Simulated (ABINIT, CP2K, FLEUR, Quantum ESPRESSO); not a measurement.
## One calculation of Ga, 4 ways

```xyz
6
Lattice="2.9851 0.0000 0.0000 0.3437 2.9653 0.0000 0.0000 0.0000 24.9278" Properties=species:S:1:pos:R:3 pbc="T T T"
Ga    1.6644    1.4826    7.5000
Ga    0.0000    0.0000    9.4856
Ga    1.6644    1.4826   11.4711
Ga    0.0000    0.0000   13.4567
Ga    1.6644    1.4826   15.4422
Ga    0.0000    0.0000   17.4278
```

Alike in all runs: functional PBE; k mesh 9 × 9 × 1; occupations fermi-dirac, width 0.05 eV; no spin polarisation; no spin-orbit coupling.

| program and potentials | plane-wave cutoff (eV) | notes | largest force (eV/Å) |
| --- | --- | --- | --- |
| Quantum ESPRESSO, PseudoDojo 0.4.1 SR PBE standard | 1088 | - | 0.273 |
| CP2K, POTENTIAL_UZH Ga GTH-PBE-q13; TZVP-MOLOPT-PBE-GTH basis | - | atomic basis | 0.876 |
| FLEUR, all-electron, FLAPW | - | - | 0.273 |
| ABINIT, JTH PAW PBE v2.0 | 463 | - | ? |

Task: Estimate from the other rows what the run with ABINIT, JTH PAW PBE v2.0 gave.

Result: Largest force 0.270 eV/Å. The other rows, which needn't bracket it: largest force 0.273 to 0.876.
